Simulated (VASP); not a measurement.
# Sb in VASP: relaxation of cell and atoms with PBE+D4

Aim: the relaxation of cell and atoms of Sb with PBE+D4.

All numbers are computed with VASP 6.6.1; they aren't measurements. Logs are shortened: lines on timing, memory, paths and dates and some standing lists are left out, and cuts for length are marked.

### 1 The sheet as given

The cell holds a sheet with vacuum, 2 atoms: a = 4.080 Å, b = 4.080 Å, c = 17.650 Å, α = 90.00°, β = 90.00°, γ = 120.00°.

The cell was built by a generator and needn't be a form met in nature.

### 2 Relaxation of cell and atoms, PBE+D4

INCAR reads:

```
PREC     = Accurate       # precision mode
ENCUT    = 600            # plane-wave cutoff, eV
EDIFF    = 1E-7           # SCF threshold, eV
ISMEAR   = 0              # smearing method
SIGMA    = 0.03           # smearing width, eV
LREAL    = False          # projectors in reciprocal space
LASPH    = True           # aspherical terms in the spheres
NELM     = 120            # most SCF steps
ALGO     = Normal         # electronic algorithm
ISIF     = 3              # what is computed and relaxed
LWAVE    = False          # write WAVECAR
LCHARG   = False          # write CHGCAR
GGA      = PE             # functional
IVDW     = 13             # dispersion correction
IBRION   = 2              # ionic algorithm
NSW      = 40             # ionic steps
EDIFFG   = -0.005         # ionic threshold
LATTICE_CONSTRAINTS= .TRUE. .TRUE. .FALSE.
KPAR     = 2
```

KPOINTS reads:

```
Automatic mesh
0
Gamma
  12 12 1
```

POSCAR reads:

```
Sb
1.0
    4.0800000000      0.0000000000      0.0000000000
   -2.0400000000      3.5333836500      0.0000000000
    0.0000000000      0.0000000000     17.6500000000
Sb
2
Direct
    0.3333330000      0.6666670000      0.4532577900
    0.6666670000      0.3333330000      0.5467422100
```

Potentials or basis: VASP PAW PBE potentials, release 64 (Sb).

Launch:

```sh
$ cat potpaw_PBE.64/Sb/POTCAR > POTCAR
$ mpirun -np 2 vasp_std > vasp.out
```

OUTCAR:

```text
PREC = Accurate
   ENCUT = 600
   EDIFF = 1E-7
   ISMEAR = 0
   LREAL = False
   LASPH = True
   NELM = 120
   ISIF = 3
   GGA = PE
   IVDW = 13
   IBRION = 2
   NSW = 40
   EDIFFG = -0.005

 ion  position               nearest neighbor table
   1  0.333  0.667  0.453-   2 2.88   2 2.88   2 2.88
   2  0.667  0.333  0.547-   1 2.88   1 2.88   1 2.88

  LATTYP: Found a hexagonal cell.
 ALAT       =     4.0800000000
 C/A-ratio  =     4.3259803922

  Lattice vectors:

 A1 = (   4.0800000000,   0.0000000000,   0.0000000000)
 A2 = (  -2.0400000000,   3.5333836500,   0.0000000000)
 A3 = (   0.0000000000,   0.0000000000,  17.6500000000)

Analysis of symmetry for initial positions (statically):
=====================================================================
 Subroutine PRICEL returns:
 Original cell was already a primitive cell.

 Routine SETGRP: Setting up the symmetry group for a
 hexagonal supercell.

 Subroutine GETGRP returns: Found 12 space group operations
 (whereof 12 operations were pure point group operations)
 out of a pool of 24 trial point group operations.

The static configuration has the point symmetry D_3d.

Analysis of symmetry for dynamics (positions and initial velocities):
=====================================================================
 Subroutine PRICEL returns:
 Original cell was already a primitive cell.

 Routine SETGRP: Setting up the symmetry group for a
 hexagonal supercell.

 Subroutine GETGRP returns: Found 12 space group operations
 (whereof 12 operations were pure point group operations)
 out of a pool of 24 trial point group operations.

The dynamic configuration has the point symmetry D_3d.

 Subroutine INISYM returns: Found 12 space group operations
 (whereof 12 operations are pure point group operations),
 and found     1 'primitive' translations

----------------------------------------------------------------------------------------

                                     Primitive cell

  volume of cell :     254.4460

  direct lattice vectors                    reciprocal lattice vectors
     4.080000000  0.000000000  0.000000000     0.245098039  0.141507419  0.000000000
    -2.040000000  3.533383650  0.000000000     0.000000000  0.283014838  0.000000000
     0.000000000  0.000000000 17.650000000     0.000000000  0.000000000  0.056657224

  length of vectors
     4.080000000  4.080000002 17.650000000     0.283014838  0.283014838  0.056657224

  position of ions in fractional coordinates (direct lattice)
     0.333333000  0.666667000  0.453257790
     0.666667000  0.333333000  0.546742210

  ion indices of the primitive-cell ions
   primitive index   ion index
                 1           1
                 2           2

----------------------------------------------------------------------------------------

 KPOINTS: Automatic mesh

Automatic generation of k-mesh.
 Grid dimensions read from file:
 generate k-points for:   12   12    1

 Generating k-lattice:

  Cartesian coordinates                     Fractional coordinates (reciprocal lattice)
     0.020424837  0.011792285  0.000000000     0.083333333  0.000000000  0.000000000
     0.000000000  0.023584570  0.000000000     0.000000000  0.083333333  0.000000000
     0.000000000  0.000000000  0.056657224     0.000000000  0.000000000  1.000000000

  Length of vectors
     0.023584570  0.023584570  0.056657224

  Shift w.r.t. Gamma in fractional coordinates (k-lattice)
     0.000000000  0.000000000  0.000000000

 Subroutine IBZKPT returns following result:
 ===========================================

 Found     19 irreducible k-points:

 Following reciprocal coordinates:
            Coordinates               Weight
  0.000000  0.000000  0.000000      1.000000
  0.083333 -0.000000  0.000000      6.000000
  0.166667 -0.000000  0.000000      6.000000
  0.250000  0.000000  0.000000      6.000000
  0.333333 -0.000000  0.000000      6.000000
  0.416667  0.000000  0.000000      6.000000
[... 11 lines left out ...]
  0.333333  0.250000  0.000000     12.000000
  0.333333  0.333333  0.000000      2.000000
   k-points           NKPTS =     19   k-points in BZ     NKDIM =     19   number of bands    NBANDS=      9
   number of dos      NEDOS =    301   number of ions     NIONS =      2
   total plane-waves  NPLWV = 186624
   dimension x,y,z NGX =    36 NGY =   36 NGZ =  144
   dimension x,y,z NGXF=    72 NGYF=   72 NGZF=  288
   ions per type =               2
   NGX,Y,Z   is equivalent  to a cutoff of  14.67, 14.67, 13.56 a.u.
   NGXF,Y,Z  is equivalent  to a cutoff of  29.34, 29.34, 27.13 a.u.
 SYSTEM =  unknown system
   PREC   = accura    normal or accurate (medium, high low for compatibility)
   ISTART =      0    job   : 0-new  1-cont  2-samecut
   ICHARG =      2    charge: 1-file 2-atom 10-const
   ISPIN  =      1    spin polarized calculation?
   LNONCOLLINEAR =      F non collinear calculations
   LSORBIT =      F    spin-orbit coupling
   LASPH  =      T    aspherical Exc in radial PAW
   ENCUT  =  600.0 eV  44.10 Ry    6.64 a.u.   8.15  8.15 35.25*2*pi/ulx,y,z
   NELM   =    120;   NELMIN=  2; NELMDL= -5     # of ELM steps
   EDIFF  = 0.1E-06   stopping-criterion for ELM
   LREAL  =      F    real-space projection
   EDIFFG = -.5E-02   stopping-criterion for IOM
   NSW    =     40    number of steps for IOM
   IBRION =      2    ionic relax: 0-MD 1-quasi-New 2-CG
   NFREE  =      1    steps in history (QN), initial steepest desc. (CG)
   ISIF   =      3    stress and relaxation
   ISYM   =      2    0-nonsym 1-usesym 2-fastsym
   POTIM  = 0.5000    time-step for ionic-motion
   TEBEG  =    0.0;   TEEND  =   0.0 temperature during run
   PSTRESS=    0.0 pullay stress
   NELECT =      10.0000    total number of electrons
   NUPDOWN=      -1.0000    fix difference up-down
   EMIN   =  10.00;   EMAX   =-10.00  energy-range for DOS
   EFERMI =   0.00;   METHOD = LEGACY
   ISMEAR =     0;   SIGMA  =   0.03  broadening in eV -4-tet -1-fermi 0-gaus
   EFERMI_NEDOS =   21; number of points for ismear=-14 and -15
   IALGO  =     38    algorithm
   IMIX   =      4    mixing-type and parameters
     AMIX     =   0.40;   BMIX     =  1.00
     AMIX_MAG =   1.60;   BMIX_MAG =  1.00
  volume/ion in A,a.u.               =     127.22       858.54
  Fermi-wavevector in a.u.,A,eV,Ry     =   0.556600  1.051821  4.215128  0.309803
  Thomas-Fermi vector in A             =   1.590836
   LORBIT       =      0    0 simple, 1 ext, 2 COOP (PROOUT), +10 PAW based schemes
   GGA     = PE    functional components
   LHFCALC =     F    Hartree Fock is set to
   AEXX    =    0.0000 exact exchange contribution
   IVDW    =    13    specifies the selected vdW correction
   LEPSILON=     F    determine dielectric tensor
   LRPA    =     F    only Hartree local field effects (RPA)
 conjugate gradient relaxation of ions
 non-spin polarized calculation
 Gauss-broadening in eV      SIGMA  =   0.03
  energy-cutoff  :      600.00
  volume of cell :      254.45
 maximum number of plane-waves:      8520
 NGX is ok and might be reduce to    36
   NGX = 17   NGY = 17   NGZ = 71

--------------------------------------- Ionic step        1  -------------------------------------------

 number of electron      10.0000000 magnetization

 Free energy of the ion-electron system (eV)
  ---------------------------------------------------
  ext. energy  EPLUGINS =         0.00000000
  ---------------------------------------------------
  free energy    TOTEN  =        -8.10345506 eV

  energy without entropy =       -8.10345506  energy(sigma->0) =       -8.10345506

------------------------ aborting loop because EDIFF is reached ----------------------------------------

  DFT-D4 for vdW energy calculation

  Edisp (eV):   -0.54890

  FORCE on cell =-STRESS in cart. coord.  units (eV):
  Direction    XX          YY          ZZ          XY          YZ          ZX
  --------------------------------------------------------------------------------------
  -------------------------------------------------------------------------------------
  Total      -0.19429    -0.19429     0.05910     0.00000     0.00000     0.00000
  in kB      -1.22341    -1.22341     0.37214     0.00000     0.00000     0.00000
  external pressure =       -0.69 kB  Pullay stress =        0.00 kB

 VOLUME and BASIS-vectors are now :
 -----------------------------------------------------------------------------
  energy-cutoff  :      600.00
  volume of cell :      254.45
      direct lattice vectors                 reciprocal lattice vectors
     4.080000000  0.000000000  0.000000000     0.245098039  0.141507419  0.000000000
    -2.040000000  3.533383650  0.000000000     0.000000000  0.283014838  0.000000000
     0.000000000  0.000000000 17.650000000     0.000000000  0.000000000  0.056657224
[... 121 lines left out ...]
 POSITION                                       TOTAL-FORCE (eV/Angst)
 -----------------------------------------------------------------------------------
     -0.00000      2.34180      7.99418        -0.000000     -0.000000     -0.006405
      2.02806      1.17090      9.65582         0.000000      0.000000      0.006405
 -----------------------------------------------------------------------------------
    total drift:                                0.000000      0.000000      0.000000

  FREE ENERGIE OF THE ION-ELECTRON SYSTEM (eV)
  ---------------------------------------------------
  free  energy   TOTEN  =        -8.6538230545 eV

  energy  without entropy=       -8.6538230545  energy(sigma->0) =       -8.65382305

--------------------------------------- Ionic step        5  -------------------------------------------

 number of electron      10.0000000 magnetization

 Free energy of the ion-electron system (eV)
  ---------------------------------------------------
  ext. energy  EPLUGINS =         0.00000000
  ---------------------------------------------------
  free energy    TOTEN  =        -8.09839482 eV

  energy without entropy =       -8.09839482  energy(sigma->0) =       -8.09839482

 E-fermi :  -1.7659     XC(G=0):  -3.0891

 val. band max:       -1.9336279255   @ k =   0.0000   0.0000   0.0000
 cond. band min:      -0.8055370932   @ k =   0.3333  -0.0000   0.0000
 fundamental gap:      1.1280908323
 Fermi energy:        -1.7658678183

 k-point     1 :       0.0000    0.0000    0.0000
  band No.  band energies     occupation
      1     -13.4898      2.00000
      2      -8.4493      2.00000
      3      -2.7970      2.00000
      4      -1.9337      2.00000
      5      -1.9336      2.00000
      6      -0.2862      0.00000
      7       0.8433      0.00000
      8       0.8433      0.00000
      9       2.2253      0.00000

 k-point     2 :       0.0833   -0.0000    0.0000
  band No.  band energies     occupation
      1     -13.4129      2.00000
      2      -8.4378      2.00000
      3      -2.7586      2.00000
      4      -2.6954      2.00000
      5      -2.1151      2.00000
      6       0.1841      0.00000
      7       0.7635      0.00000
      8       1.0119      0.00000
      9       2.3385      0.00000
[... 228 lines left out ...]
 POSITION                                       TOTAL-FORCE (eV/Angst)
 -----------------------------------------------------------------------------------
     -0.00000      2.34169      7.99390        -0.000000      0.000000     -0.001764
      2.02796      1.17084      9.65610         0.000000     -0.000000      0.001764
 -----------------------------------------------------------------------------------
    total drift:                                0.000000      0.000000      0.000000

  FREE ENERGIE OF THE ION-ELECTRON SYSTEM (eV)
  ---------------------------------------------------
  free  energy   TOTEN  =        -8.6538286682 eV

  energy  without entropy=       -8.6538286682  energy(sigma->0) =       -8.65382867

 reached required accuracy - stopping structural energy minimisation
```

Run time: 84 s. Hardware: 2 MPI ranks of AMD EPYC 9R45 (Zen 5), shared host; peak memory 0.46 GiB.

Results:

| Property | Result |
| --- | --- |
| Free energy | -8.6538 eV |
| Relaxed volume | 125.73 Å³/atom |
| Relaxed cell | a = 4.056 Å, b = 4.056 Å, c = 17.650 Å, α = 90.00°, β = 90.00°, γ = 120.00° |
| Space group after relaxing (to 0.05 Å) | P-3m1 (No. 164) |
| Energy gained by relaxing | 0.7 meV/atom |
| Ionic steps | 5 |
| Band gap on the k mesh | 1.13 eV, indirect (least direct gap 1.65 eV) |
| Dispersion energy per atom | -0.278 eV |

Step by step:
| step | energy change (eV) | largest force (eV/Å) | pressure (GPa) | volume (Å³) |
| --- | --- | --- | --- | --- |
| 1 | 0.0000 | 0.0339 | -0.07 | 254.45 |
| 2 | -0.0011 | 0.0693 | 0.03 | 252.07 |
| 3 | -0.0011 | 0.0729 | 0.04 | 251.83 |
| 4 | -0.0015 | 0.0064 | 0.00 | 251.48 |
| 5 | -0.0015 | 0.0018 | 0.00 | 251.45 |

Final structure:
```
CELL_PARAMETERS angstrom
4.05592 0.00000 0.00000
-2.02796 3.51253 0.00000
0.00000 0.00000 17.65000
ATOMIC_POSITIONS crystal
Sb 0.33333 0.66667 0.45291
Sb 0.66667 0.33333 0.54709
```

Levels at points of the mesh, in eV from the valence-band top:
```csv
k point,band 2,band 3,band 4,band 5,band 6,band 7,band 8,band 9
"(0.00, 0.00, 0.00)",-6.52,-0.86,0.00,0.00,1.65,2.78,2.78,4.16
"(0.50, 0.00, 0.00)",-7.93,-3.17,-1.68,-1.64,1.55,2.23,3.47,4.88
```

Caveat: spin-orbit coupling is left out, which moves the levels of the heavy elements.
